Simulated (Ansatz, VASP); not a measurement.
# Two plane-wave programs on KF

Contents of POSCAR:

```
KF
1.0
    0.0000000000      2.6735000000      2.7403375000
    2.6735000000      0.0000000000      2.7403375000
    2.6735000000      2.6735000000      0.0000000000
K F
1 1
Direct
    0.0000000000      0.0000000000      0.0000000000
    0.5000000000      0.5000000000      0.5000000000
```

The input INCAR.step1:

```
SYSTEM = KF
PREC = Accurate
ENCUT = 520
ISMEAR = 0
SIGMA = 0.05
LREAL = .FALSE.
LASPH = .TRUE.
NELM = 60
NBANDS = 15
GGA = PE
ALGO = Normal
EDIFF = 1E-4
LWAVE = .TRUE.
LCHARG = .FALSE.
```

INCAR.step2

```
SYSTEM = KF
PREC = Accurate
ENCUT = 520
EDIFF = 1E-7
ISMEAR = 0
SIGMA = 0.05
LREAL = .FALSE.
LASPH = .TRUE.
NELM = 60
ALGO = Normal
ISIF = 2
LWAVE = .FALSE.
LCHARG = .FALSE.
METAGGA = R2SCAN
LMIXTAU = .TRUE.
NBANDS = 15
ISTART = 1
```

The input KPOINTS:

```
regular mesh
0
G
  8 8 8
  0 0 0
```

Input for Ansatz:

```yaml
crystal:
  lattice:
    - [0.0, 2.6735, 2.7403375]
    - [2.6735, 0.0, 2.7403375]
    - [2.6735, 2.6735, 0.0]
  atoms:
    - { symbol: K, position: [0.0, 0.0, 0.0] }
    - { symbol: F, position: [0.5, 0.5, 0.5] }
basis:
  ecutwfc: 500
kpoints:
  mp_grid: { grid: [8, 8, 8] }
hamiltonian:
  xc: r2scan
scf:
  occupations: { method: gaussian, width: 0.05 }
output:
  forces: true
  stress: true
  eigenvalues: true
```

Change from the starting cell: strain +0.000 along x and y, +0.025 along z, atoms carried along.

Alike in both runs: task single point; functional r2SCAN; k mesh 8 × 8 × 8; occupations gaussian, width 0.05 eV; no spin polarisation.

|  | VASP | Ansatz |
| --- | --- | --- |
| version | VASP 6.6.1 | Ansatz 0.2.0 |
| potentials or method | VASP PAW PBE potentials, release 64 (K_sv, F) | scalar-relativistic, plane waves, PAW |
| plane-wave cutoff (eV) | 520 | 500 |
| valence electrons in the cell | 16 | 16 |

```tsv
	VASP	Ansatz	Ansatz less VASP
gap on the k mesh at the Fermi level (eV)	6.68	6.68	+0.001
least direct gap on the mesh (eV)	6.68	6.68	+0.001
pressure (GPa)	-1.3	-1.3	+0.06
largest component of the traceless stress (GPa)	0.80	0.78	-0.022
```

Caveats: the PAW data sets were made with another functional, which shifts forces and pressure a little (VASP). A k mesh can miss the band edges.
